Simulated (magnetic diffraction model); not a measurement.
# MnCl₂O: what an assumed order does to the neutron pattern

Space group Imm2 (no. 44), a = 3.4630 Å, b = 13.4740 Å, c = 3.6370 Å.

```csv
site,atom,x,y,z
2a,Mn,0,0,0.9398
4d,Cl,1/2,0.1237,0.9797
2a,O,0,0,0.4826
```

This is a made-up structure (elements placed in a structure type, unrelaxed), so the numbers test the method and describe no known phase.

Only Mn is taken to order (form factors of Mn4+); orders and moment sizes are assumed, and not adapted to the symmetry. Radiation: neutrons of λ = 1.594 Å, 5° to 55°; isotropic B of 0.35 Å² (Mn), 0.35 Å² (Cl) and 0.37 Å² (O). Simulated constant-wavelength pattern: nuclear and magnetic terms add, the magnetic one as |2.695 fm × Σ f S⊥ exp(2πi Q·r) exp(−B s²)|², summed over all Q at one angle with the factor 1/(sin²θ cos θ). For collinear order S is the moment m, which repeats by lattice and centring translations R with the sign exp(−2πi k·R). Free-ion form factors, Sears's scattering lengths of 1992, no absorption; a label names one of the reflections at its angle. The strongest nuclear line in the range is 100, and lines under 0.2 are left out.

Assume the order k = (0 1/2 1/2), collinear moments along [010], 2.36 μB on Mn.

Q: Where does magnetic intensity appear, and how strong is it?

```
2θ (°)          index  nuclear  magnetic
 13.03    (0 1/2 1/2)      0.0      16.3
 13.59        (0 2 0)      2.5       0.0
 16.21   (0 3/2 -1/2)      0.0       6.6
 21.21    (0 5/2 1/2)      0.0       2.1
 26.24        (0 1 1)      4.4       0.0
 27.09   (0 7/2 -1/2)      0.0       0.7
 27.37        (0 4 0)     31.8       0.0
 27.49        (1 1 0)     29.0       0.0
 29.74   (1 1/2 -1/2)      0.0       4.9
 31.32    (1 3/2 1/2)      0.0       3.9
 32.76        (0 3 1)     79.2       0.0
 33.46    (0 9/2 1/2)      0.0       0.3
 33.79        (1 3 0)     34.0       0.0
 34.28   (1 5/2 -1/2)      0.0       2.5
 37.06        (1 0 1)    100.0       0.0
 38.34    (1 7/2 1/2)      0.0       1.4
 38.54   (0 1/2 -3/2)      0.0       1.2
 39.64        (1 2 1)     20.6       0.0
 39.81    (0 3/2 3/2)      0.0       1.0
 42.25   (0 5/2 -3/2)      0.0       0.7
 43.20        (0 5 1)     51.0       0.0
 43.25   (1 9/2 -1/2)      0.0       0.8
 44.02        (1 5 0)     23.2       0.0
 45.72    (0 7/2 3/2)      0.0       0.5
 46.68        (1 4 1)     15.3       0.0
 47.45    (1 1/2 3/2)      0.0       1.2
 48.53   (1 3/2 -3/2)      0.0       1.0
 48.82   (1 11/2 1/2)      0.0       0.4
 50.04   (0 9/2 -3/2)      0.0       0.3
 50.64    (1 5/2 3/2)      0.0       0.8
 51.99        (0 0 2)     15.7       0.0
 53.68   (1 7/2 -3/2)      0.0       0.6
 54.00        (0 2 2)      0.8       0.0
 54.81        (2 0 0)     13.6       0.0
 54.94  (1 13/2 -1/2)      0.0       0.2
```

The strongest magnetic line in the range is (0 1/2 1/2) at 13.03° (16.3). On top of the Lorentz factor, which all lines share, magnetic lines fade with angle because f falls: for Mn4+ it is 0.92, 0.73, 0.50 and 0.17 at sin θ/λ = 0.1, 0.2, 0.3 and 0.5 Å⁻¹, while nuclear lengths stay constant. The order has no net moment.

[Logs are printed without paths, hosts, clocks, repeated set-up lines and the standing remarks that a program may print on its own settings, such as how far it seeks lower states.]
